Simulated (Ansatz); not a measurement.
# Where B_N puts its levels in the gap of AlN (P6_3mc), part 2 of 2

Wanted: the transition levels of a substitutional impurity in AlN (P6_3mc), from a cell of 72 host atoms with 1 N taken out and 1 B put in.

Ansatz; place-levels on r2SCAN runs: charge-transition levels and formation energies with image-charge correction and potential alignment at the atomic sites; PAW set soft_1.

So far: Set-up; What was run first.

**3. Placing the levels, r2SCAN**

A charged cell interacts with its images and the background, and its potential has another zero than the host's. place-levels removes the first by a point-charge model, screened by the static dielectric constant since the ions have relaxed around the charge, and the second by comparing potentials at atoms far from the defect.

The host is a run of the defect-free crystal in the same cutoffs, grids and k-points, so that basis and sampling errors cancel in part in the differences. The host is run in a cell of 8 atoms on a matching mesh. Its band edges are searched through the zone by a band path, so the gap is smaller than, or equal to, that on the mesh. Chemical potentials are energies per atom of N (N2 molecule) and B (alpha-rhombohedral (B12)), run with the same functional and cutoff.

levels.point.yaml reads:

```yaml
host:
  run: host.point.run
states: [qm2.point.run, qm1_M1.point.run, q0.point.run, q0_M2.point.run, qp1_M1.point.run, qp1_M3.point.run]
geometry_from:
  qm2.point.run: qm2.relax.run
  qm1_M1.point.run: qm1_M1.relax.run
  q0.point.run: q0.relax_smeared.run
  q0_M2.point.run: q0_M2.relax.run
  qp1_M1.point.run: qp1_M1.relax.run
  qp1_M3.point.run: qp1_M3.relax.run
  host.point.run: host.relax.run
chemical_potentials:
  "N":
    energy: -384.814403
    dataset: "<sha256 of the dataset>"
  B:
    energy: -156.554104
    dataset: <sha256 of the dataset>
epsilon: [4.49, 4.49, 4.72]
static_epsilon: [8.15, 8.15, 9.65]
vertical:
  - { from: qm2.point.run, to: qm2.point_neutral.run }
  - { from: qm1_M1.point.run, to: qm1_M1.point_neutral.run }
  - { from: qp1_M1.point.run, to: qp1_M1.point_neutral.run }
  - { from: qp1_M3.point.run, to: qp1_M3.point_neutral.run }
```

Run with:

```console
$ ansatz place-levels levels.point.yaml -- --threads 4 --pin off --max-ram 7536MiB
```

Log:

```text
[... repeated set-up lines and file paths are left out, and long positions are rounded to six places ...]
(+1/0) 1.468 eV above the valence edge, 3.410 eV under the conduction edge
(0/-1) 2.353 eV above the valence edge, 2.525 eV under the conduction edge
(-1/-2) 3.211 eV above the valence edge, 1.666 eV under the conduction edge
formation energy of charge +1: +6.052 eV with the Fermi level at the valence edge
formation energy of charge 0: +7.520 eV with the Fermi level at the valence edge
formation energy of charge -1: +9.873 eV with the Fermi level at the valence edge
formation energy of charge -2: +13.084 eV with the Fermi level at the valence edge
vertical -2 to 0: no energy, since no alignment is typed
  the change from vertical[0].from (qm2.point.run) to vertical[0].to (qm2.point_neutral.run): by its potential at epsilon [4.49, 4.49, 4.72] it stands at 0.545 0.456 0.457, with an rms radius of about 2.1 Å (1.2 1.2 1.1 Å across the planes of the cell's [...]
vertical -1 to 0: no energy, since no alignment is typed
  the change from vertical[1].from (qm1_M1.point.run) to vertical[1].to (qm1_M1.point_neutral.run): by its potential at epsilon [4.49, 4.49, 4.72] it stands at 0.542 0.453 0.448, with an rms radius of about 2.0 Å (1.1 1.2 1.2 Å across the planes of the cell's [...]
vertical +1 to 0: no energy, since no alignment is typed
  the change from vertical[2].from (qp1_M1.point.run) to vertical[2].to (qp1_M1.point_neutral.run): by its potential at epsilon [4.49, 4.49, 4.72] it stands at 0.548 0.456 0.439, with an rms radius of about 1.2 Å (0.6 0.6 0.9 Å across the planes of the cell's [...]
vertical +1 to 0: no energy, since no alignment is typed
  the change from vertical[3].from (qp1_M3.point.run) to vertical[3].to (qp1_M3.point_neutral.run): by its potential at epsilon [4.49, 4.49, 4.72] it stands at 0.544 0.457 0.434, with an rms radius of about 1.1 Å (0.5 0.5 0.9 Å across the planes of the cell's [...]
  edges by r2scan, gap 4.878 eV; the host is sampled to repeats of 18.64 Å
  the defect's cells are sampled to repeats of 18.64 Å, like sampling
  charge +1: -33198.1180 eV with its correction of +0.257 eV, at epsilon [8.15, 8.15, 9.65], aligned at sites: -0.0181 eV, mean over 33 atomic sites at or beyond 4.66 Å from the host's site at [0.5554, 0.4446, 0.4403] by the defect at [0.5556, 0.4444, [...]
  charge 0: +0.000 eV for its dipole among its images, +0.000 omitted
  charge -1: -33180.4604 eV with its correction of +0.250 eV, at epsilon [8.15, 8.15, 9.65], aligned at sites: +0.0132 eV, mean over 33 atomic sites at or beyond 4.66 Å from the host's site at [0.5554, 0.4446, 0.4403] by the defect at [0.5556, 0.4444, [...]
  charge -2: -33170.3309 eV with its correction of +0.989 eV, at epsilon [8.15, 8.15, 9.65], aligned at sites: +0.0312 eV, mean over 33 atomic sites at or beyond 4.66 Å from the host's site at [0.5554, 0.4446, 0.4403] by the defect at [0.5556, 0.4444, [...]
  charge +1: states[4] (qp1_M1.point.run) stands 0.291 eV higher, with a moment of 1.00 μB against 3.00
  charge 0: states[2] (q0.point.run) stands 0.704 eV higher, with a moment of 0.00 μB against 2.00
  of states[5] (qp1_M3.point.run): its displacements don't fall off away from the defect: farther atoms stand 0.011 Å off the host's places. [...]
  of states[3] (q0_M2.point.run): its displacements don't fall off away from the defect: farther atoms stand 0.015 Å off the host's places. [...]
  of states[1] (qm1_M1.point.run): its displacements don't fall off away from the defect: farther atoms stand 0.017 Å off the host's places. [...]
  of states[0] (qm2.point.run): it parts from the run that its charge is read beside by 2 carriers, of which the mean alone is read, by its potential at epsilon [4.49, 4.49, 4.72], taken for that of held ions (one typed too small widens it): that is narrow, [...]
  of states[4] (qp1_M1.point.run): its displacements don't fall off away from the defect: farther atoms stand 0.011 Å off the host's places. [...]
  of states[2] (q0.point.run): its displacements don't fall off away from the defect: farther atoms stand 0.022 Å off the host's places. [...]
  of vertical[0].from (qm2.point.run): its displacements don't fall off away from the defect: farther atoms stand 0.018 Å off the host's places. [...]
  vertical[0].to (qm2.point_neutral.run): levels filled in part (TS 0.021 eV): its energy is of no whole electron's
  of vertical[0].to (qm2.point_neutral.run): its displacements don't fall off away from the defect: farther atoms stand 0.018 Å off the host's places. [...]
  of vertical[1].from (qm1_M1.point.run): its displacements don't fall off away from the defect: farther atoms stand 0.017 Å off the host's places. [...]
  vertical[1].to (qm1_M1.point_neutral.run): levels filled in part (TS 0.003 eV): its energy is of no whole electron's
  of vertical[1].to (qm1_M1.point_neutral.run): its displacements don't fall off away from the defect: farther atoms stand 0.017 Å off the host's places. [...]
  of vertical[2].from (qp1_M1.point.run): its displacements don't fall off away from the defect: farther atoms stand 0.011 Å off the host's places. [...]
  vertical[2].to (qp1_M1.point_neutral.run): levels filled in part (TS 0.026 eV): its energy is of no whole electron's
  of vertical[2].to (qp1_M1.point_neutral.run): its displacements don't fall off away from the defect: farther atoms stand 0.011 Å off the host's places. [...]
  of vertical[3].from (qp1_M3.point.run): its displacements don't fall off away from the defect: farther atoms stand 0.011 Å off the host's places. [...]
  vertical[3].to (qp1_M3.point_neutral.run): levels filled in part (TS 0.023 eV): its energy is of no whole electron's
  of vertical[3].to (qp1_M3.point_neutral.run): its displacements don't fall off away from the defect: farther atoms stand 0.011 Å off the host's places. [...]
```

Elapsed: 0.98 s, on 4 threads of Arm Neoverse N1, shared host.

Levels between the charges placed, in eV above the valence top:

|  | gap (eV) | (+1/0) | (0/−1) | (−1/−2) |
| --- | --- | --- | --- | --- |
| r2SCAN | 4.88 | 1.47 | 2.35 | 3.21 |

Corrections by state:

| charge | moment (μB) | image terms and alignment (eV) | band filling (eV) | ε used | over the lowest of its charge, as the program ranks them, band filling apart (eV) |
| --- | --- | --- | --- | --- | --- |
| +1 | 3.0 | 0.257 | - | principal values (8.15, 8.15, 9.65) | 0.000 |
| 0 | 2.0 | 0.000 | - | - | 0.000 |
| −1 | 1.0 | 0.250 | - | principal values (8.15, 8.15, 9.65) | 0.000 |
| −2 | 0.0 | 0.989 | - | principal values (8.15, 8.15, 9.65) | 0.000 |
| +1 | 1.0 | 0.256 | - | principal values (8.15, 8.15, 9.65) | 0.291 |
| 0 | 0.0 | 0.000 | - | - | 0.704 |

The charged structures listed were also run neutral, and place-levels reads from each pair, by the potential or the spins, how wide the charge is by which they differ; that can be the carrier of either run.

| charge | rms radius (Å) | spread where it is widest against the cell (Å) | wide from (Å) | reading |
| --- | --- | --- | --- | --- |
| +1 | 1.1 | 0.92 | 1.72 | narrow |
| −1 | 2.0 | 1.25 | 1.40 | narrow |
| −2 | 2.1 | 1.22 | 1.40 | narrow |

The neutral runs of these pairs need not share the spin of the lowest neutral state, and very wide values only mean spread over the cell.

From the program's caveats on the states, each cut to its opening words:

- charge +1 (3 μB), +1 (1 μB): its displacements don't fall off away from the defect: farther atoms stand 0.011 Å off the host's places
- charge +1 (3 μB), 0 (2 μB), −1 (1 μB), +1 (1 μB): flagged: stability check not made
- charge 0 (2 μB): its displacements don't fall off away from the defect: farther atoms stand 0.015 Å off the host's places
- charge −1 (1 μB): its displacements don't fall off away from the defect: farther atoms stand 0.017 Å off the host's places
- charge −2: it parts from the run that its charge is read beside by 2 carriers, of which the mean alone is read, by its potential at epsilon [4.49, 4.49, 4.72], taken for [...]
- charge −2: its alignment with the host at atomic sites is doubtful: the mean over the far sites moves by +0.0798 eV from their farther parts to their nearer, more than [...]
- charge −2: its displacements don't fall off away from the defect: farther atoms stand 0.018 Å off the host's places
- charge 0: its displacements don't fall off away from the defect: farther atoms stand 0.022 Å off the host's places

The host's formation energy from the elements is -1.627 eV per atom; it sets how far the chemical potentials can move.

Limit set by the element alone; other compounds of these elements are not counted. Chemical potentials from the elements' reference states: Al 0.00 eV, N -3.25 eV, B 0.00 eV. Formation energies (Al-rich), with the Fermi level at the valence top and at the conduction bottom (gap 4.88 eV):

| charge | at valence top (eV) | at conduction bottom (eV) | correction included (eV) |
| --- | --- | --- | --- |
| +1 | 2.80 | 7.68 | 0.26 |
| 0 | 4.27 | 4.27 | 0.00 |
| −1 | 6.62 | 1.74 | 0.25 |
| −2 | 9.83 | 0.08 | 0.99 |

(Fermi level (eV), lowest formation energy (eV)): (0.00, 2.80), (0.44, 3.24), (0.89, 3.68), (1.33, 4.13), (1.77, 4.27), (2.22, 4.27), (2.66, 3.96), (3.11, 3.51), (3.55, 2.73), (3.99, 1.85), (4.43, 0.96), (4.88, 0.08)

Limit set by the element alone; other compounds of these elements are not counted. Chemical potentials from the elements' reference states: N 0.00 eV, Al -3.25 eV, B 0.00 eV. Formation energy by charge state (N-rich; gap 4.88 eV):

| charge | at valence top (eV) | at conduction bottom (eV) | correction included (eV) |
| --- | --- | --- | --- |
| +1 | 6.05 | 10.93 | 0.26 |
| 0 | 7.52 | 7.52 | 0.00 |
| −1 | 9.87 | 5.00 | 0.25 |
| −2 | 13.08 | 3.33 | 0.99 |

```json
{"Fermi level (eV)": "0.00", "lowest formation energy (eV)": "6.05"}
{"Fermi level (eV)": "0.44", "lowest formation energy (eV)": "6.49"}
{"Fermi level (eV)": "0.89", "lowest formation energy (eV)": "6.94"}
{"Fermi level (eV)": "1.33", "lowest formation energy (eV)": "7.38"}
{"Fermi level (eV)": "1.77", "lowest formation energy (eV)": "7.52"}
{"Fermi level (eV)": "2.22", "lowest formation energy (eV)": "7.52"}
{"Fermi level (eV)": "2.66", "lowest formation energy (eV)": "7.21"}
{"Fermi level (eV)": "3.11", "lowest formation energy (eV)": "6.77"}
{"Fermi level (eV)": "3.55", "lowest formation energy (eV)": "5.99"}
{"Fermi level (eV)": "3.99", "lowest formation energy (eV)": "5.10"}
{"Fermi level (eV)": "4.43", "lowest formation energy (eV)": "4.21"}
{"Fermi level (eV)": "4.88", "lowest formation energy (eV)": "3.33"}
```

**4. Results**

```
gap of the host                                                          : 4.88 eV (r2SCAN)
level (plus 1/0)                                                         : 1.47 eV above the valence top
level (0/minus 1)                                                        : 2.35 eV above the valence top
level (minus 1/minus 2)                                                  : 3.21 eV above the valence top
lowest of the charges placed, just above the valence top (0.02 eV)       : +1
lowest of the charges placed, just below the conduction bottom (0.02 eV) : −2
lowest formation energy at mid-gap of the charges run, Al-rich           : 4.18 eV
lowest formation energy at mid-gap of the charges run, N-rich            : 7.43 eV
```

Of the charges placed (−2, −1, 0 and +1), the lowest changes at 1.47 eV (+1/0), 2.35 eV (0/−1) and 3.21 eV (−1/−2) above the valence top, in a gap of 4.88 eV. Charges above +1 and below −2 were not placed, so these runs say nothing of levels that involve them. States placed: +1 at 3 μB and 1 μB; 0 at 2 μB and 0 μB; −1 at 1 μB; −2 at 0 μB. Other spin states or structures, where not listed, weren't placed. B is taken at its element; compounds, which aren't counted here, bound the chemical potentials and would shift these formation energies. The program doubts the alignment of potentials for at least one state, a sign that the cell is small. Keep in mind: r2SCAN makes the gap too small and tends to spread out bound carriers; where a gas molecule sets a chemical potential or the host's formation energy, its binding is uncorrected; force components of up to 0.17 eV/Å remain in a run at the final settings.

[Logs are printed without paths, hosts, clocks, repeated set-up lines and the standing remarks that a program may print on its own settings, such as how far it seeks lower states.]

[Hosts, paths, dates, database ids (printed as entryN), source tags and the programs' standing remarks are cut or masked in the printed files.]

[Where a table of states has a column of steps, it counts the stored structures, which are thinned; the runs took as many ionic steps or more.]

[A defect's name tells the site on which it was built; relaxed atoms can leave that site.]

[For some hosts the program warned that the k-mesh of the response run may be too coarse for force constants and the static dielectric constant; such warnings are not shown here.]
